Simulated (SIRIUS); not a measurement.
# GaP (F-43m) in SIRIUS: equation of state, part 2 of 3

SIRIUS 7.12.0. The steps go on from the part before.

### Step 3. Equation of state, PBEsol, 19.43 Å³/atom (volume scaled by 0.96)

Contents of sirius.json:

```json
{
  "control": {
    "processing_unit": "cpu",
    "std_evp_solver_name": "lapack",
    "gen_evp_solver_name": "lapack",
    "verbosity": 2,
    "print_forces": false,
    "ortho_rf": true,
    "use_second_variation": true,
    "rmt_max": 3.0,
    "num_bands_to_print": 24,
    "save_wf": true
  },
  "parameters": {
    "electronic_structure_method": "full_potential_lapwlo",
    "xc_functionals": ["XC_GGA_X_PBE_SOL", "XC_GGA_C_PBE_SOL"],
    "core_relativity": "dirac",
    "valence_relativity": "iora",
    "num_fv_states": 24,
    "smearing": "fermi_dirac",
    "smearing_width": 0.0018374661,
    "pw_cutoff": 20,
    "gk_cutoff": 3.84,
    "lmax_apw": 10,
    "lmax_rho": 8,
    "lmax_pot": 8,
    "num_mag_dims": 0,
    "auto_rmt": 0,
    "ngridk": [8, 8, 8],
    "shiftk": [0, 0, 0],
    "num_dft_iter": 80,
    "energy_tol": 1e-07,
    "density_tol": 1e-05,
    "use_symmetry": true
  },
  "settings": {"tol_ne": 1e-10},
  "iterative_solver": {"type": "exact"},
  "mixer": {"type": "anderson", "beta": 0.5, "max_history": 8},
  "unit_cell": {
    "lattice_vectors": [[0.0, 5.0803733169, 5.0803733169], [5.0803733169, 0.0, 5.0803733169], [5.0803733169, 5.0803733169, 0.0]],
    "atom_types": ["Ga", "P"],
    "atom_files": {"Ga": "Ga.json", "P": "P.json"},
    "atoms": {"Ga": [[0.0, 0.0, 0.0]], "P": [[0.75, 0.75, 0.75]]}
  }
}
```

Contents of Ga.json:

```json
{
  "name": "gallium",
  "symbol": "Ga",
  "number": 31,
  "mass": 69.723,
  "rmin": 1e-06,
  "rmt": 2.19,
  "nrmt": 800,
  "rinf": 19.67,
  "core": "1s2s2p",
  "valence": [
    {"basis": [{"enu": 0.0, "dme": 0, "n": 0, "auto": 0}, {"enu": 0.0, "dme": 1, "n": 0, "auto": 0}]},
    {"l": 0, "n": 1, "basis": [{"enu": 0.0321, "dme": 0, "n": 0, "auto": 0}]},
    {"l": 1, "n": 2, "basis": [{"enu": 0.1, "dme": 0, "n": 0, "auto": 0}]},
    {"l": 2, "n": 3, "basis": [{"enu": 0.1, "dme": 0, "n": 0, "auto": 0}]},
    {"l": 3, "n": 4, "basis": [{"enu": 0.1, "dme": 0, "n": 0, "auto": 0}]}
  ],
  "lo": [
    {
      "l": 0,
      "basis": [{"enu": 0.0321, "dme": 0, "n": 0, "auto": 0}, {"enu": 0.0321, "dme": 1, "n": 0, "auto": 0}]
    },
    {
      "l": 0,
      "basis": [{"enu": -5.2043, "dme": 0, "n": 3, "auto": 1}, {"enu": -5.2043, "dme": 1, "n": 3, "auto": 1}]
    },
    {
      "l": 0,
      "basis": [{"enu": -5.2043, "dme": 1, "n": 3, "auto": 1}, {"enu": 0.0321, "dme": 0, "n": 0, "auto": 0}]
    },
    {
      "l": 0,
      "basis": [{"enu": 0.0321, "dme": 0, "n": 0, "auto": 0}, {"enu": 3.3681, "dme": 0, "n": 0, "auto": 0}]
    },
    {"l": 1, "basis": [{"enu": 0.1, "dme": 0, "n": 0, "auto": 0}, {"enu": 0.1, "dme": 1, "n": 0, "auto": 0}]},
    {
      "l": 1,
      "basis": [{"enu": -3.4208, "dme": 0, "n": 3, "auto": 1}, {"enu": -3.4208, "dme": 1, "n": 3, "auto": 1}]
    },
    {"l": 1, "basis": [{"enu": -3.4208, "dme": 1, "n": 3, "auto": 1}, {"enu": 0.1, "dme": 0, "n": 0, "auto": 0}]},
    {"l": 1, "basis": [{"enu": 0.1, "dme": 0, "n": 0, "auto": 0}, {"enu": 3.9365, "dme": 0, "n": 0, "auto": 0}]},
    {"l": 2, "basis": [{"enu": 0.1, "dme": 0, "n": 0, "auto": 0}, {"enu": 0.1, "dme": 1, "n": 0, "auto": 0}]},
    {
      "l": 2,
      "basis": [{"enu": -0.5141, "dme": 0, "n": 3, "auto": 1}, {"enu": -0.5141, "dme": 1, "n": 3, "auto": 1}]
    },
    {"l": 2, "basis": [{"enu": -0.5141, "dme": 1, "n": 3, "auto": 1}, {"enu": 0.1, "dme": 0, "n": 0, "auto": 0}]},
    {"l": 2, "basis": [{"enu": 0.1, "dme": 0, "n": 0, "auto": 0}, {"enu": 4.4369, "dme": 0, "n": 0, "auto": 0}]},
    {"l": 3, "basis": [{"enu": 0.1, "dme": 0, "n": 0, "auto": 0}, {"enu": 0.1, "dme": 1, "n": 0, "auto": 0}]},
    {"l": 3, "basis": [{"enu": 0.1, "dme": 0, "n": 0, "auto": 0}, {"enu": 3.7279, "dme": 0, "n": 0, "auto": 0}]}
  ],
  "free_atom": [... radial grid and density of the free atom, the start of the SCF ...]
}
```

Contents of P.json:

```json
{
  "name": "phosphorus",
  "symbol": "P",
  "number": 15,
  "mass": 30.973762,
  "rmin": 1e-06,
  "rmt": 2.1,
  "nrmt": 800,
  "rinf": 15.16,
  "core": "1s",
  "valence": [
    {"basis": [{"enu": 0.0, "dme": 0, "n": 0, "auto": 0}, {"enu": 0.0, "dme": 1, "n": 0, "auto": 0}]},
    {"l": 0, "n": 1, "basis": [{"enu": -0.0045, "dme": 0, "n": 0, "auto": 0}]},
    {"l": 1, "n": 2, "basis": [{"enu": 0.1, "dme": 0, "n": 0, "auto": 0}]},
    {"l": 2, "n": 3, "basis": [{"enu": 0.1, "dme": 0, "n": 0, "auto": 0}]},
    {"l": 3, "n": 4, "basis": [{"enu": 0.1, "dme": 0, "n": 0, "auto": 0}]}
  ],
  "lo": [
    {
      "l": 0,
      "basis": [{"enu": -0.0045, "dme": 0, "n": 0, "auto": 0}, {"enu": -0.0045, "dme": 1, "n": 0, "auto": 0}]
    },
    {
      "l": 0,
      "basis": [{"enu": -0.0045, "dme": 1, "n": 0, "auto": 0}, {"enu": -0.0045, "dme": 2, "n": 0, "auto": 0}]
    },
    {
      "l": 0,
      "basis": [{"enu": -6.0506, "dme": 0, "n": 2, "auto": 1}, {"enu": -6.0506, "dme": 1, "n": 2, "auto": 1}]
    },
    {
      "l": 0,
      "basis": [{"enu": -0.0045, "dme": 0, "n": 0, "auto": 0}, {"enu": 2.7166, "dme": 0, "n": 0, "auto": 0}]
    },
    {"l": 1, "basis": [{"enu": 0.1, "dme": 0, "n": 0, "auto": 0}, {"enu": 0.1, "dme": 1, "n": 0, "auto": 0}]},
    {
      "l": 1,
      "basis": [{"enu": -4.2688, "dme": 0, "n": 2, "auto": 1}, {"enu": -4.2688, "dme": 1, "n": 2, "auto": 1}]
    },
    {"l": 1, "basis": [{"enu": -4.2688, "dme": 1, "n": 2, "auto": 1}, {"enu": 0.1, "dme": 0, "n": 0, "auto": 0}]},
    {"l": 1, "basis": [{"enu": 0.1, "dme": 0, "n": 0, "auto": 0}, {"enu": 4.2723, "dme": 0, "n": 0, "auto": 0}]},
    {"l": 2, "basis": [{"enu": 0.1, "dme": 0, "n": 0, "auto": 0}, {"enu": 0.1, "dme": 1, "n": 0, "auto": 0}]},
    {"l": 2, "basis": [{"enu": 0.1, "dme": 1, "n": 0, "auto": 0}, {"enu": 0.1, "dme": 2, "n": 0, "auto": 0}]},
    {"l": 2, "basis": [{"enu": 0.1, "dme": 0, "n": 0, "auto": 0}, {"enu": 3.6374, "dme": 0, "n": 0, "auto": 0}]},
    {"l": 3, "basis": [{"enu": 0.1, "dme": 0, "n": 0, "auto": 0}, {"enu": 0.1, "dme": 1, "n": 0, "auto": 0}]}
  ],
  "free_atom": [... radial grid and density of the free atom, the start of the SCF ...]
}
```

Contents of sirius_start.json:

```json
{
  "control": {
    "processing_unit": "cpu",
    "std_evp_solver_name": "lapack",
    "gen_evp_solver_name": "lapack",
    "verbosity": 1,
    "print_forces": false,
    "ortho_rf": true,
    "use_second_variation": true,
    "rmt_max": 3.0,
    "num_bands_to_print": 24,
    "save_wf": false
  },
  "parameters": {
    "electronic_structure_method": "full_potential_lapwlo",
    "xc_functionals": ["XC_LDA_X", "XC_LDA_C_PW"],
    "core_relativity": "dirac",
    "valence_relativity": "iora",
    "num_fv_states": 24,
    "smearing": "fermi_dirac",
    "smearing_width": 0.0055123983,
    "pw_cutoff": 20,
    "gk_cutoff": 3.07,
    "lmax_apw": 10,
    "lmax_rho": 8,
    "lmax_pot": 8,
    "num_mag_dims": 0,
    "auto_rmt": 0,
    "ngridk": [3, 3, 3],
    "shiftk": [0, 0, 0],
    "num_dft_iter": 30,
    "energy_tol": 0.01,
    "density_tol": 0.05,
    "use_symmetry": true
  },
  "settings": {"tol_ne": 1e-10},
  "iterative_solver": {"type": "exact"},
  "mixer": {"type": "anderson", "beta": 0.5, "max_history": 8},
  "unit_cell": {
    "lattice_vectors": [[0.0, 5.0803733169, 5.0803733169], [5.0803733169, 0.0, 5.0803733169], [5.0803733169, 5.0803733169, 0.0]],
    "atom_types": ["Ga", "P"],
    "atom_files": {"Ga": "Ga.json", "P": "P.json"},
    "atoms": {"Ga": [[0.0, 0.0, 0.0]], "P": [[0.75, 0.75, 0.75]]}
  }
}
```

Potentials or basis: all-electron FP-LAPW, apw+lo standard.

Run with:

```bash
$ OMP_NUM_THREADS=1 sirius.scf --input=sirius_start.json --output=start.json
$ OMP_NUM_THREADS=1 sirius.scf --input=sirius.json --output=output.json --task=1
```

It took 30 s on 1 thread of Intel Xeon 6975P-C (Granite Rapids), shared host; peak memory 0.43 GiB.

Results (log left out):

* Free energy: -62156.3707 eV
* Band gap on the k mesh: 1.43 eV, indirect (least direct gap 2.08 eV)
* All electrons inside the program's atomic spheres: Ga 29.34; P 13.13 (radii Ga 2.19, P 2.1 bohr)

### Step 4. Equation of state, PBEsol, 19.84 Å³/atom (volume scaled by 0.98)

sirius.json, as its differences from that of step 3:

```diff
@@ -39,3 +39,3 @@
   "unit_cell": {
-    "lattice_vectors": [[0.0, 5.0803733169, 5.0803733169], [5.0803733169, 0.0, 5.0803733169], [5.0803733169, 5.0803733169, 0.0]],
+    "lattice_vectors": [[0.0, 5.1154114815, 5.1154114815], [5.1154114815, 0.0, 5.1154114815], [5.1154114815, 5.1154114815, 0.0]],
     "atom_types": ["Ga", "P"],
```

Contents of Ga.json:

```json
{
  "name": "gallium",
  "symbol": "Ga",
  "number": 31,
  "mass": 69.723,
  "rmin": 1e-06,
  "rmt": 2.19,
  "nrmt": 800,
  "rinf": 19.67,
  "core": "1s2s2p",
  "valence": [
    {"basis": [{"enu": -0.01, "dme": 0, "n": 0, "auto": 0}, {"enu": -0.01, "dme": 1, "n": 0, "auto": 0}]},
    {"l": 0, "n": 1, "basis": [{"enu": 0.0221, "dme": 0, "n": 0, "auto": 0}]},
    {"l": 1, "n": 2, "basis": [{"enu": 0.09, "dme": 0, "n": 0, "auto": 0}]},
    {"l": 2, "n": 3, "basis": [{"enu": 0.09, "dme": 0, "n": 0, "auto": 0}]},
    {"l": 3, "n": 4, "basis": [{"enu": 0.09, "dme": 0, "n": 0, "auto": 0}]}
  ],
  "lo": [
    {
      "l": 0,
      "basis": [{"enu": 0.0221, "dme": 0, "n": 0, "auto": 0}, {"enu": 0.0221, "dme": 1, "n": 0, "auto": 0}]
    },
    {
      "l": 0,
      "basis": [{"enu": -5.2143, "dme": 0, "n": 3, "auto": 1}, {"enu": -5.2143, "dme": 1, "n": 3, "auto": 1}]
    },
    {
      "l": 0,
      "basis": [{"enu": -5.2143, "dme": 1, "n": 3, "auto": 1}, {"enu": 0.0221, "dme": 0, "n": 0, "auto": 0}]
    },
    {
      "l": 0,
      "basis": [{"enu": 0.0221, "dme": 0, "n": 0, "auto": 0}, {"enu": 3.3581, "dme": 0, "n": 0, "auto": 0}]
    },
    {"l": 1, "basis": [{"enu": 0.09, "dme": 0, "n": 0, "auto": 0}, {"enu": 0.09, "dme": 1, "n": 0, "auto": 0}]},
    {
      "l": 1,
      "basis": [{"enu": -3.4308, "dme": 0, "n": 3, "auto": 1}, {"enu": -3.4308, "dme": 1, "n": 3, "auto": 1}]
    },
    {
      "l": 1,
      "basis": [{"enu": -3.4308, "dme": 1, "n": 3, "auto": 1}, {"enu": 0.09, "dme": 0, "n": 0, "auto": 0}]
    },
    {"l": 1, "basis": [{"enu": 0.09, "dme": 0, "n": 0, "auto": 0}, {"enu": 3.9265, "dme": 0, "n": 0, "auto": 0}]},
    {"l": 2, "basis": [{"enu": 0.09, "dme": 0, "n": 0, "auto": 0}, {"enu": 0.09, "dme": 1, "n": 0, "auto": 0}]},
    {
      "l": 2,
      "basis": [{"enu": -0.5241, "dme": 0, "n": 3, "auto": 1}, {"enu": -0.5241, "dme": 1, "n": 3, "auto": 1}]
    },
    {
      "l": 2,
      "basis": [{"enu": -0.5241, "dme": 1, "n": 3, "auto": 1}, {"enu": 0.09, "dme": 0, "n": 0, "auto": 0}]
    },
    {"l": 2, "basis": [{"enu": 0.09, "dme": 0, "n": 0, "auto": 0}, {"enu": 4.4269, "dme": 0, "n": 0, "auto": 0}]},
    {"l": 3, "basis": [{"enu": 0.09, "dme": 0, "n": 0, "auto": 0}, {"enu": 0.09, "dme": 1, "n": 0, "auto": 0}]},
    {"l": 3, "basis": [{"enu": 0.09, "dme": 0, "n": 0, "auto": 0}, {"enu": 3.7179, "dme": 0, "n": 0, "auto": 0}]}
  ],
  "free_atom": [... radial grid and density of the free atom, the start of the SCF ...]
}
```

Contents of P.json:

```json
{
  "name": "phosphorus",
  "symbol": "P",
  "number": 15,
  "mass": 30.973762,
  "rmin": 1e-06,
  "rmt": 2.1,
  "nrmt": 800,
  "rinf": 15.16,
  "core": "1s",
  "valence": [
    {"basis": [{"enu": -0.01, "dme": 0, "n": 0, "auto": 0}, {"enu": -0.01, "dme": 1, "n": 0, "auto": 0}]},
    {"l": 0, "n": 1, "basis": [{"enu": -0.0145, "dme": 0, "n": 0, "auto": 0}]},
    {"l": 1, "n": 2, "basis": [{"enu": 0.09, "dme": 0, "n": 0, "auto": 0}]},
    {"l": 2, "n": 3, "basis": [{"enu": 0.09, "dme": 0, "n": 0, "auto": 0}]},
    {"l": 3, "n": 4, "basis": [{"enu": 0.09, "dme": 0, "n": 0, "auto": 0}]}
  ],
  "lo": [
    {
      "l": 0,
      "basis": [{"enu": -0.0145, "dme": 0, "n": 0, "auto": 0}, {"enu": -0.0145, "dme": 1, "n": 0, "auto": 0}]
    },
    {
      "l": 0,
      "basis": [{"enu": -0.0145, "dme": 1, "n": 0, "auto": 0}, {"enu": -0.0145, "dme": 2, "n": 0, "auto": 0}]
    },
    {
      "l": 0,
      "basis": [{"enu": -6.0606, "dme": 0, "n": 2, "auto": 1}, {"enu": -6.0606, "dme": 1, "n": 2, "auto": 1}]
    },
    {
      "l": 0,
      "basis": [{"enu": -0.0145, "dme": 0, "n": 0, "auto": 0}, {"enu": 2.7066, "dme": 0, "n": 0, "auto": 0}]
    },
    {"l": 1, "basis": [{"enu": 0.09, "dme": 0, "n": 0, "auto": 0}, {"enu": 0.09, "dme": 1, "n": 0, "auto": 0}]},
    {
      "l": 1,
      "basis": [{"enu": -4.2788, "dme": 0, "n": 2, "auto": 1}, {"enu": -4.2788, "dme": 1, "n": 2, "auto": 1}]
    },
    {
      "l": 1,
      "basis": [{"enu": -4.2788, "dme": 1, "n": 2, "auto": 1}, {"enu": 0.09, "dme": 0, "n": 0, "auto": 0}]
    },
    {"l": 1, "basis": [{"enu": 0.09, "dme": 0, "n": 0, "auto": 0}, {"enu": 4.2623, "dme": 0, "n": 0, "auto": 0}]},
    {"l": 2, "basis": [{"enu": 0.09, "dme": 0, "n": 0, "auto": 0}, {"enu": 0.09, "dme": 1, "n": 0, "auto": 0}]},
    {"l": 2, "basis": [{"enu": 0.09, "dme": 1, "n": 0, "auto": 0}, {"enu": 0.09, "dme": 2, "n": 0, "auto": 0}]},
    {"l": 2, "basis": [{"enu": 0.09, "dme": 0, "n": 0, "auto": 0}, {"enu": 3.6274, "dme": 0, "n": 0, "auto": 0}]},
    {"l": 3, "basis": [{"enu": 0.09, "dme": 0, "n": 0, "auto": 0}, {"enu": 0.09, "dme": 1, "n": 0, "auto": 0}]}
  ],
  "free_atom": [... radial grid and density of the free atom, the start of the SCF ...]
}
```

sirius_start.json, as its differences from that of step 3:

```diff
@@ -39,3 +39,3 @@
   "unit_cell": {
-    "lattice_vectors": [[0.0, 5.0803733169, 5.0803733169], [5.0803733169, 0.0, 5.0803733169], [5.0803733169, 5.0803733169, 0.0]],
+    "lattice_vectors": [[0.0, 5.1154114815, 5.1154114815], [5.1154114815, 0.0, 5.1154114815], [5.1154114815, 5.1154114815, 0.0]],
     "atom_types": ["Ga", "P"],
```

Run with:

```bash
$ OMP_NUM_THREADS=1 sirius.scf --input=sirius_start.json --output=start.json
$ OMP_NUM_THREADS=1 sirius.scf --input=sirius.json --output=output.json --task=1
```

Wall time 29 s (1 thread of Intel Xeon 6975P-C (Granite Rapids), shared host); peak memory 0.44 GiB.

It converged, with:

```
Free energy                                       : -62156.3813 eV
Band gap on the k mesh                            : 1.47 eV, indirect (least direct gap 1.91 eV)
All electrons inside the program's atomic spheres : Ga 29.32; P 13.11 (radii Ga 2.19, P 2.1 bohr)
```

[end of part 2 of 3]
